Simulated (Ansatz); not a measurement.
Zone-centre phonons of SiC: input and output

Computed with DFT PBE, scalar-relativistic, plane waves, PAW (Ansatz 0.2.0).

Launched with:
```bash
ansatz run input.yaml --threads 1 --pin off --max-ram 3072MiB --backend cpu --events-out ev --progress --plain --runs-dir out
```

Input (bare energies are in eV):
```yaml
crystal:
  lattice:
    - [0.0, 2.1898640989, 2.1898640989]
    - [2.1898640989, 0.0, 2.1898640989]
    - [2.1898640989, 2.1898640989, 0.0]
  atoms:
    - { symbol: Si, position: [0.0, 0.0, 0.0] }
    - { symbol: C, position: [0.75, 0.75, 0.75] }
basis:
  ecutwfc: 420
kpoints:
  mp_grid: { grid: [12, 12, 12] }
hamiltonian:
  xc: pbe
scf:
  occupations: { method: fixed }
output:
  eigenvalues: true
phonons:
  method: dfpt
  dielectric: true
  rigid_motions: translations
  eigenvectors: true
```

Results section of the output:
```
--- Phonons (Γ-DFPT): 2 representative perturbations + reference, on 280 of 1728 k-points (Σ response iterations 6) ---
  k mesh reduced under 4 symmetry operations, with k and −k counted as one. Each operation leaves every solved perturbation unchanged. A smaller set is not considered because the run solves the response ...
  ASR residual: 2.319e-4 → 0.000e0 eV/Å²; symmetrization residual: 3.098e-7 eV/Å²
  ASR residual per site (eV/Å²): 8.92e-6 2.32e-4
  Γ frequencies (cm⁻¹): 0.00 0.00 0.00 774.84 774.84 774.84
  ε∞ (high-frequency dielectric tensor):
        7.002013     0.000000     0.000000
        0.000000     7.002013     0.000000
        0.000000     0.000000     7.002013
  ε⁰ (static dielectric tensor: ions relaxed, cell fixed):
       10.387936     0.000000     0.000000
        0.000000    10.387936     0.000000
        0.000000     0.000000    10.387936
  ε⁰ − ε∞ (ionic part):
        3.385923     0.000000     0.000000
        0.000000     3.385923     0.000000
        0.000000     0.000000     3.385923
  softest optical mode at Γ: 774.84 cm⁻¹; the repairs (sum rule, projections) moved no ω² at Γ by more than (2.30 cm⁻¹)²
  Born effective charges Z* (e; rows j = field, columns β = displacement):
    site 0:
         2.70184   -0.00000    0.00000
         0.00000    2.70184    0.00000
         0.00000    0.00000    2.70184
    site 1:
        -2.70184    0.00000   -0.00000
        -0.00000   -2.70184   -0.00000
        -0.00000   -0.00000   -2.70184
  Z* charge neutrality: 9.879e-4 e pre-enforcement
  solved inside a basis spanned on kpoints, on 12×12×12 k-points, its susceptibility summed on 16×16×16: ε∞ is read to err by 2.0e-2, Z* by 9.5e-3 e (field_mesh: kpoints solves on kpoints); Z* is corrected for ...
  optical modes at Γ without the LO–TO term, one row a degenerate level:
      ω (cm⁻¹) modes IR ((D/Å)²/amu)
        774.84      3            60.0550
  optical modes at Γ + LO–TO along q̂ = [1.0000, 0.0000, 0.0000]:
      ω (cm⁻¹) modes IR ((D/Å)²/amu)
        774.84      2            40.0367
        943.77      1            20.0183
  optical modes at Γ + LO–TO along q̂ = [0.0000, 1.0000, 0.0000]:
      ω (cm⁻¹) modes IR ((D/Å)²/amu)
        774.84      2            40.0367
        943.77      1            20.0183
  optical modes at Γ + LO–TO along q̂ = [0.0000, 0.0000, 1.0000]:
      ω (cm⁻¹) modes IR ((D/Å)²/amu)
        774.84      2            40.0367
        943.77      1            20.0183
```

The run took 24 s on 1 thread of Intel(R) Xeon(R) Platinum 8488C (Sapphire Rapids) (shared host), peak memory 0.6 GiB.